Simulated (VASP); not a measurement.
SnO2:

```
Sn O
1.0
     4.73800    0.00000    0.00000
     0.00000    4.73800    0.00000
     0.00000    0.00000    3.18650
Sn O
2 4
Direct
  0.00000 0.00000 0.00000
  0.50000 0.50000 0.50000
  0.30710 0.30710 0.00000
  0.19290 0.80710 0.50000
  0.69290 0.69290 0.00000
  0.80710 0.19290 0.50000
```

| Property | Result |
| --- | --- |
| Program | VASP 6.6.1 |
| Task | relaxation of cell and atoms |
| Functional | PBE |
| Potentials or basis | VASP PAW PBE potentials, release 64 (Sn_d, O) |
| Cutoff | 520 eV |
| k mesh | 6 × 6 × 8 |
| Occupations | gaussian, width 0.1 eV |
| Spin | no spin polarisation |

At the start: pressure 11.8 GPa; volume 11.92 Å³/atom.

Where does the relaxation end?

Over 7 steps the energy falls by 24.3 meV/atom and the volume is 12.62 Å³/atom (+5.8 %); space group P4_2/mnm (No. 136, to 0.05 Å).

The path:
```csv
step,energy change (eV),largest force (eV/Å),pressure (GPa),volume (Å³)
1,0.0000,0.2945,11.81,71.53
2,0.0748,0.3651,-11.06,81.02
3,-0.1438,0.0642,-0.03,75.54
4,-0.1438,0.0582,0.19,75.46
5,-0.1454,0.0037,0.07,75.60
6,-0.1456,0.0178,0.04,75.66
7,-0.1456,0.0011,-0.08,75.69
```

Final structure:
```yaml
crystal:
  lattice:
    - [4.83086, 0.00000, 0.00000]
    - [0.00000, 4.83086, 0.00000]
    - [0.00000, 0.00000, 3.24352]
  atoms:
    - { symbol: Sn, position: [0.00000, 0.00000, 0.00000] }
    - { symbol: Sn, position: [0.50000, 0.50000, 0.50000] }
    - { symbol: O, position: [0.30656, 0.30656, 0.00000] }
    - { symbol: O, position: [0.19344, 0.80656, 0.50000] }
    - { symbol: O, position: [0.69344, 0.69344, 0.00000] }
    - { symbol: O, position: [0.80656, 0.19344, 0.50000] }
```
